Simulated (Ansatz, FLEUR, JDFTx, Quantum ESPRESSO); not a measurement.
## One calculation of Al, 4 ways

```
CELL_PARAMETERS angstrom
0.00000 2.02481 2.02481
2.02481 0.00000 2.02481
2.02481 2.02481 0.00000
ATOMIC_POSITIONS crystal
Al 0.00000 0.00000 0.00000
```

Alike in all runs: task equation of state; functional PBEsol; k mesh 11 × 11 × 11; occupations fermi-dirac, width 0.05 eV; no spin polarisation; no spin-orbit coupling.

```tsv
program and potentials	plane-wave cutoff (eV)	notes	equilibrium volume (Å³/atom)	bulk modulus (GPa)
Quantum ESPRESSO, PseudoDojo 0.4.1 SR PBEsol standard	544	-	16.18	84.1
JDFTx, PseudoDojo-SR-PBEsol-0.4.1-standard	544	-	16.18	84.1
FLEUR, all-electron, FLAPW	-	-	16.21	83.1
Ansatz, all-electron LAPW, scalar-relativistic	-	-	?	?
```

Problem. Estimate from the other rows what the run with Ansatz, all-electron LAPW, scalar-relativistic gave.

Solution. Equilibrium volume 16.20 Å³/atom; bulk modulus 83.1 GPa. The other rows, which needn't bracket it: equilibrium volume 16.18 to 16.21; bulk modulus 83.1 to 84.1.
